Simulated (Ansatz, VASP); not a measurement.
**Two plane-wave programs on Sb**

INCAR

```
ALGO = Normal
EDIFF = 1E-7
ENCUT = 520
GGA = PE
ISIF = 2
ISMEAR = -1
LASPH = T
LCHARG = F
LREAL = F
LWAVE = F
NBANDS = 12
NELM = 60
PREC = Accurate
SIGMA = 0.05
```

File KPOINTS:

```
k-points
0
Gamma
  9 6 6
```

Contents of POSCAR:

```
Sb
1.0
    3.1430807616      0.0000000000      0.0000000000
    0.0000000000      4.3763103490      0.0000000000
   -0.0391727227      0.0000000000      4.4350306782
Sb
2
Direct
    0.0113890000      0.2500000000      0.2411660000
    0.9886110000      0.7500000000      0.7588340000
```

input.yaml

```yaml
crystal:
  lattice:
    - [3.1430807616, 0.0, 0.0]
    - [0.0, 4.376310349, 0.0]
    - [-0.0391727227, 0.0, 4.4350306782]
  atoms:
    - { symbol: Sb, position: [0.011389, 0.25, 0.241166] }
    - { symbol: Sb, position: [0.988611, 0.75, 0.758834] }
hamiltonian:
  xc: pbe
  pseudopotentials: { kind: paw }
kpoints:
  mp_grid: { grid: [9, 6, 6] }
scf:
  occupations: { method: fermi_dirac, width: 0.05 }
output:
  forces: true
  stress: true
  eigenvalues: true
```

Change from the starting cell: volume scaled by 1.02.

Alike in both runs: task single point; functional PBE; k mesh 9 × 6 × 6; occupations fermi-dirac, width 0.05 eV; no spin polarisation.

|  | VASP | Ansatz |
| --- | --- | --- |
| version | VASP 6.6.1 | Ansatz 0.2.0 |
| potentials or method | VASP PAW PBE potentials, release 64 (Sb) | Ansatz PAW |
| plane-wave cutoff (eV) | 520 | 420 |
| valence electrons in the cell | 10 | 30 |

```tsv
	VASP	Ansatz	Ansatz less VASP
gap on the k mesh at the Fermi level (eV)	none	none	-
pressure (GPa)	-0.6	-0.6	+0.03
largest component of the traceless stress (GPa)	0.35	0.36	+0.009
rms of the force components (eV/Å)	0.022	0.020	-0.0023
```

Atom by atom the forces differ by 0.004 eV/Å (rms over components). A gap of «none» marks a metal or a gap that the smearing closes. The two sets of potentials don't hold the same shells in valence.

Spin-orbit coupling is left out, which matters for the levels of Sb.
